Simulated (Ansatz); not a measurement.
InAs and a variant

Base: an entry of the Crystallography Open Database (COD), whose atoms a relaxation with PBE at fixed cell left in place.

```
CELL_PARAMETERS angstrom
0.00000 3.02900 3.02900
3.02900 0.00000 3.02900
3.02900 3.02900 0.00000
ATOMIC_POSITIONS crystal
In 0.00000 0.00000 0.00000
As 0.25000 0.25000 0.25000
```

Atoms are numbered from 1 in the order listed; like atoms form one site, named after its first atom.

Method: Kohn–Sham DFT in Ansatz, PBE, plane waves and PAW, scalar-relativistic, 420 eV cutoff, Γ-centred 13×13×13 k-points, Fermi–Dirac smearing 0.05 eV.

**Question.** Variant: z stretched by 1 %, ions relaxed. What happens to the gradients (10²¹ V/m²)?

**Answer.** 

```
site  atoms  V_zz base  η base  V_zz variant  η variant
  In      1       0.00       –         -0.37       0.00
  As      2       0.00       –          0.24       0.00
```

The largest change of V_zz is on In, from 0.00 to -0.37.

For the variant: With no gap above 0.1 eV, as in a metal, the gradients converge slowly in k; expect changes of a tenth or more on a denser mesh. Without spin–orbit coupling (the program notes it for In) the gradients can shift somewhat, as the gap is small. Semilocal functionals make gaps too small and can close them, so the real compound need not be a metal.
